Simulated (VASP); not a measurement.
# SnO (Romarchite) (P4/nmm) in VASP: a series of runs, part 2 of 4

VASP 6.6.1. The steps go on from the part before.

### 3 Band structure, PBE-EpsX

Input file POSCAR:

```
SnO                                     
1.0
    3.8353841591      0.0000000000      0.0000000000
    0.0000000000      3.8353841591      0.0000000000
    0.0000000000      0.0000000000      4.7280509425
  Sn              O             
     2     2
Direct
     0.5000000000000000    0.0000000000000000    0.2459634789621177
     0.0000000000000000    0.5000000000000000    0.7540365210378823
     0.0000000000000000    0.0000000000000000    0.0000000000000000
     0.5000000000000000    0.5000000000000000    0.0000000000000000
```

Input file INCAR.step1:

```
SYSTEM = SnO
PREC = Accurate
ENCUT = 520
EDIFF = 1E-8
ISMEAR = 0
SIGMA = 0.03
LREAL = .FALSE.
LASPH = .TRUE.
NELM = 80
ALGO = Normal
ISIF = 2
LWAVE = .FALSE.
LCHARG = .FALSE.
KPAR = 4
GGA = PE
LEPSILON = .TRUE.
```

Input file KPOINTS.step1:

```
Automatic mesh
0
G
  8 8 6
  0 0 0
```

Input file INCAR.step2:

```
SYSTEM = SnO
PREC = Accurate
ENCUT = 520
EDIFF = 1E-5
ISMEAR = 0
SIGMA = 0.03
LREAL = .FALSE.
LASPH = .TRUE.
NELM = 80
ALGO = Normal
ISIF = 2
LWAVE = .TRUE.
LCHARG = .FALSE.
NBANDS = 28
KPAR = 4
GGA = PE
```

Input file KPOINTS.step2:

```
Automatic mesh
0
G
  4 4 4
  0 0 0
```

Input file INCAR.step3:

```
SYSTEM = SnO
PREC = Accurate
ENCUT = 520
EDIFF = 1E-6
ISMEAR = 0
SIGMA = 0.03
LREAL = .FALSE.
LASPH = .TRUE.
NELM = 80
ALGO = Normal
ISIF = 2
LWAVE = .FALSE.
LCHARG = .FALSE.
GGA = PE
LHFCALC = .TRUE.
AEXX = 0.1224
PRECFOCK = Fast
HFRCUT = -1
NBANDS = 28
KPAR = 4
ISTART = 1
```

Input file KPOINTS.step3:

```
Automatic mesh
0
G
  4 4 4
  0 0 0
```

Input file KPOINTS_OPT:

```
explicit points
6
Reciprocal
 0.0000000000  0.0000000000  0.0000000000 1
 0.5000000000  0.5000000000  0.5000000000 1
 0.5000000000  0.5000000000  0.0000000000 1
 0.0000000000  0.5000000000  0.5000000000 1
 0.0000000000  0.5000000000  0.0000000000 1
 0.0000000000  0.0000000000  0.5000000000 1
```

Potentials or basis: VASP PAW PBE potentials, release 64 (Sn_d, O).

Run with:

```console
cat potpaw_PBE.64/Sn_d/POTCAR potpaw_PBE.64/O/POTCAR > POTCAR
cp INCAR.step1 INCAR
cp KPOINTS.step1 KPOINTS
mpirun -np 4 vasp_std > vasp.out
cp INCAR.step2 INCAR
cp KPOINTS.step2 KPOINTS
mpirun -np 4 vasp_std > vasp.out
cp INCAR.step3 INCAR
cp KPOINTS.step3 KPOINTS
mpirun -np 4 vasp_std > vasp.out
```

OUTCAR:

```text
SYSTEM = SnO
   PREC = Accurate
   ENCUT = 520
   EDIFF = 1E-6
   ISMEAR = 0
   LREAL = .FALSE.
   LASPH = .TRUE.
   NELM = 80
   ISIF = 2
   GGA = PE
   LHFCALC = .TRUE.
   AEXX = 0.1224
   PRECFOCK = Fast
   ISTART = 1

 ion  position               nearest neighbor table
   1  0.500  0.000  0.246-   3 2.24   4 2.24   4 2.24   3 2.24   2 3.57   2 3.57   2 3.57   2 3.57
                             2 3.62   2 3.62   2 3.62   2 3.62
   2  0.000  0.500  0.754-   3 2.24   4 2.24   3 2.24   4 2.24   1 3.57   1 3.57   1 3.57   1 3.57
                             1 3.62   1 3.62   1 3.62   1 3.62
   3  0.000  0.000  0.000-   1 2.24   2 2.24   2 2.24   1 2.24
   4  0.500  0.500  0.000-   1 2.24   2 2.24   1 2.24   2 2.24

  LATTYP: Found a simple tetragonal cell.
 ALAT       =     3.8353841591
 C/A-ratio  =     1.2327450775

  Lattice vectors:

 A1 = (   3.8353841591,   0.0000000000,   0.0000000000)
 A2 = (   0.0000000000,   3.8353841591,   0.0000000000)
 A3 = (   0.0000000000,   0.0000000000,   4.7280509425)

Analysis of symmetry for initial positions (statically):
=====================================================================
 Subroutine PRICEL returns:
 Original cell was already a primitive cell.

 Routine SETGRP: Setting up the symmetry group for a
 simple tetragonal supercell.

 Subroutine GETGRP returns: Found 16 space group operations
 (whereof  8 operations were pure point group operations)
 out of a pool of 16 trial point group operations.

The static configuration has the point symmetry D_2d.
 The point group associated with its full space group is D_4h.

Analysis of symmetry for dynamics (positions and initial velocities):
=====================================================================
 Subroutine PRICEL returns:
 Original cell was already a primitive cell.

 Routine SETGRP: Setting up the symmetry group for a
 simple tetragonal supercell.

 Subroutine GETGRP returns: Found 16 space group operations
 (whereof  8 operations were pure point group operations)
 out of a pool of 16 trial point group operations.

The dynamic configuration has the point symmetry D_2d.
 The point group associated with its full space group is D_4h.

 Subroutine INISYM returns: Found 16 space group operations
 (whereof  8 operations are pure point group operations),
 and found     1 'primitive' translations

----------------------------------------------------------------------------------------

                                     Primitive cell

  volume of cell :      69.5504

  direct lattice vectors                    reciprocal lattice vectors
     3.835384159  0.000000000  0.000000000     0.260730075  0.000000000  0.000000000
     0.000000000  3.835384159  0.000000000     0.000000000  0.260730075  0.000000000
     0.000000000  0.000000000  4.728050943     0.000000000  0.000000000  0.211503643

  length of vectors
     3.835384159  3.835384159  4.728050943     0.260730075  0.260730075  0.211503643

  position of ions in fractional coordinates (direct lattice)
     0.500000000  0.000000000  0.245963479
     0.000000000  0.500000000  0.754036521
     0.000000000  0.000000000  0.000000000
[... 53 lines left out ...]
  0.500000  0.250000  0.500000      4.000000
  0.500000  0.500000  0.500000      1.000000
   k-points           NKPTS =     18   k-points in BZ     NKDIM =     64   number of bands    NBANDS=     28
   number of dos      NEDOS =    301   number of ions     NIONS =      4
   total plane-waves  NPLWV =  32400
   dimension x,y,z NGX =    30 NGY =   30 NGZ =   36
   dimension x,y,z NGXF=    60 NGYF=   60 NGZF=   72
   ions per type =               2   2
   NGX,Y,Z   is equivalent  to a cutoff of  13.00, 13.00, 12.66 a.u.
   NGXF,Y,Z  is equivalent  to a cutoff of  26.01, 26.01, 25.32 a.u.
 SYSTEM =  SnO
   PREC   = accura    normal or accurate (medium, high low for compatibility)
   ISTART =      1    job   : 0-new  1-cont  2-samecut
   ICHARG =      0    charge: 1-file 2-atom 10-const
   ISPIN  =      1    spin polarized calculation?
   LNONCOLLINEAR =      F non collinear calculations
   LSORBIT =      F    spin-orbit coupling
   LASPH  =      T    aspherical Exc in radial PAW
   ENCUT  =  520.0 eV  38.22 Ry    6.18 a.u.   7.13  7.13  8.79*2*pi/ulx,y,z
   NELM   =     80;   NELMIN=  2; NELMDL=  0     # of ELM steps
   EDIFF  = 0.1E-05   stopping-criterion for ELM
   LREAL  =      F    real-space projection
   EDIFFG = 0.1E-04   stopping-criterion for IOM
   NSW    =      0    number of steps for IOM
   IBRION =     -1    ionic relax: 0-MD 1-quasi-New 2-CG
   NFREE  =      0    steps in history (QN), initial steepest desc. (CG)
   ISIF   =      2    stress and relaxation
   ISYM   =      3    0-nonsym 1-usesym 2-fastsym
   POTIM  = 0.5000    time-step for ionic-motion
   TEBEG  =    0.0;   TEEND  =   0.0 temperature during run
   PSTRESS=    0.0 pullay stress
   NELECT =      40.0000    total number of electrons
   NUPDOWN=      -1.0000    fix difference up-down
   EMIN   =  10.00;   EMAX   =-10.00  energy-range for DOS
   EFERMI =   0.00;   METHOD = LEGACY
   ISMEAR =     0;   SIGMA  =   0.03  broadening in eV -4-tet -1-fermi 0-gaus
   EFERMI_NEDOS =   21; number of points for ismear=-14 and -15
   IALGO  =     38    algorithm
   IMIX   =      1    mixing-type and parameters
     AMIX     =   0.40;   BMIX     =  1.00
     AMIX_MAG =   1.60;   BMIX_MAG =  1.00
  volume/ion in A,a.u.               =      17.39       117.34
  Fermi-wavevector in a.u.,A,eV,Ry     =   1.361429  2.572727 25.218232  1.853488
  Thomas-Fermi vector in A             =   2.488005
   LORBIT       =      0    0 simple, 1 ext, 2 COOP (PROOUT), +10 PAW based schemes
   GGA     = PE    functional components
   LHFCALC =     T    Hartree Fock is set to
   PRECFOCK=fast      Normal, Fast or Accurate (Low or Medium for compatibility)
   ENCUT4O =  -1.0   cutoff for four orbital integrals eV
   NKREDX  =     1    reduce k-point grid by
   NKREDY  =     1    reduce k-point grid by
   NKREDZ  =     1    reduce k-point grid by
   AEXX    =    0.1224 exact exchange contribution
   HFSCREEN=    0.0000 screening length (either q_TF or 0.3 A-1)
   HFSCREENC=   0.0000 screening length for correlation (either q_TF or 0.3 A-1)
   ENCUTFOCK=  -1.0 apply spherical cutoff to Coloumb kernel
   IVDW    =     0    specifies the selected vdW correction
   LEPSILON=     F    determine dielectric tensor
   LRPA    =     F    only Hartree local field effects (RPA)
 non-spin polarized calculation
 Gauss-broadening in eV      SIGMA  =   0.03
  energy-cutoff  :      520.00
  volume of cell :       69.55
 maximum number of plane-waves:      1912
 NGX is ok and might be reduce to    30
  NGX = 16; NGY = 16; NGZ = 20

 number of electron      40.0000015 magnetization

 Free energy of the ion-electron system (eV)
  ---------------------------------------------------
  ext. energy  EPLUGINS =         0.00000000
  ---------------------------------------------------
  free energy    TOTEN  =       -26.25177203 eV

  energy without entropy =      -26.25177203  energy(sigma->0) =      -26.25177203

 E-fermi :   7.1603     XC(G=0):  -9.2523

 val. band max:        6.9323909339   @ k =   0.0000   0.0000   0.0000
 cond. band min:       7.3197880507   @ k =   0.5000   0.5000   0.0000
 fundamental gap:      0.3873971168
 Fermi energy:         7.1602834980

 k-point     1 :       0.0000    0.0000    0.0000
  band No.  band energies     occupation
      1     -16.1964      2.00000
      2     -15.7721      2.00000
      3     -15.7721      2.00000
      4     -15.7703      2.00000
      5     -15.7299      2.00000
      6     -15.7172      2.00000
[... 547 lines left out ...]
     27      18.3315      0.00000
     28      18.3315      0.00000

------------------------ aborting loop because EDIFF is reached ----------------------------------------

  FORCE on cell =-STRESS in cart. coord.  units (eV):
  Direction    XX          YY          ZZ          XY          YZ          ZX
  --------------------------------------------------------------------------------------
  -------------------------------------------------------------------------------------
  Total       -0.0694487     -0.0694487      0.1915379      0.0000000      0.0000000      0.0000000
  in kB       -1.5998340     -1.5998340      4.4123040      0.0000000      0.0000000      0.0000000
  external PRESSURE =       0.4042120 kB  Pullay stress =       0.0000000 kB

 VOLUME and BASIS-vectors are now :
 -----------------------------------------------------------------------------
  energy-cutoff  :      520.00
  volume of cell :       69.55
      direct lattice vectors                 reciprocal lattice vectors
     3.835384159  0.000000000  0.000000000     0.260730075  0.000000000  0.000000000
     0.000000000  3.835384159  0.000000000     0.000000000  0.260730075  0.000000000
     0.000000000  0.000000000  4.728050943     0.000000000  0.000000000  0.211503643

 POSITION                                       TOTAL-FORCE (eV/Angst)
 -----------------------------------------------------------------------------------
      1.91769      0.00000      1.16293         0.000000      0.000000     -0.356093
      0.00000      1.91769      3.56512         0.000000     -0.000000      0.356093
      0.00000      0.00000      0.00000         0.000000     -0.000000     -0.000000
      1.91769      1.91769      0.00000        -0.000000     -0.000000     -0.000000
 -----------------------------------------------------------------------------------
    total drift:                               -0.000002     -0.000001     -0.000001

  FREE ENERGIE OF THE ION-ELECTRON SYSTEM (eV)
  ---------------------------------------------------
  free  energy   TOTEN  =       -26.2517720258 eV

  energy  without entropy=      -26.2517720258  energy(sigma->0) =      -26.25177203
```

Run time: 11 min. Hardware: 4 MPI ranks of Intel Xeon Platinum 8559C (Emerald Rapids), shared host; peak memory 0.52 GiB.

What came out:

```
Free energy             : -26.2518 eV
Pressure                : 0.0 GPa
Largest force           : 0.356 eV/Å
Band gap on the k mesh  : 0.39 eV, indirect (least direct gap 2.45 eV)
Band gap along the path : 0.39 eV, indirect (least direct gap 2.45 eV)
```

Forces in eV/Å, atoms in the order of the input:
```
Sn   0.000  0.000 -0.356
Sn   0.000  0.000  0.356
O    0.000  0.000  0.000
O    0.000  0.000  0.000
```

Levels at points of the mesh, in eV from the valence-band top:
| k point | band 17 | band 18 | band 19 | band 20 | band 21 | band 22 | band 23 | band 24 |
| --- | --- | --- | --- | --- | --- | --- | --- | --- |
| (0.00, 0.00, 0.00) | -3.82 | -3.50 | -3.50 | 0.00 | 2.82 | 5.11 | 5.11 | 5.45 |
| (0.50, 0.00, 0.00) | -5.22 | -5.22 | -3.00 | -3.00 | 3.97 | 3.97 | 6.51 | 6.51 |
| (0.50, 0.50, 0.00) | -2.83 | -2.83 | -2.06 | -2.06 | 0.39 | 0.39 | 5.16 | 5.16 |
| (0.00, 0.00, 0.50) | -3.52 | -3.52 | -3.03 | -2.44 | 2.36 | 3.35 | 3.35 | 4.10 |
| (0.50, 0.00, 0.50) | -5.17 | -5.17 | -1.94 | -1.94 | 3.33 | 3.33 | 5.93 | 5.93 |
| (0.50, 0.50, 0.50) | -3.04 | -3.04 | -2.83 | -2.83 | 2.85 | 2.85 | 4.99 | 4.99 |

Caveat: the PAW data sets were made with another functional, which shifts forces and pressure a little; spin-orbit coupling is left out, which moves the levels of the heavy elements.

[end of part 2 of 4]
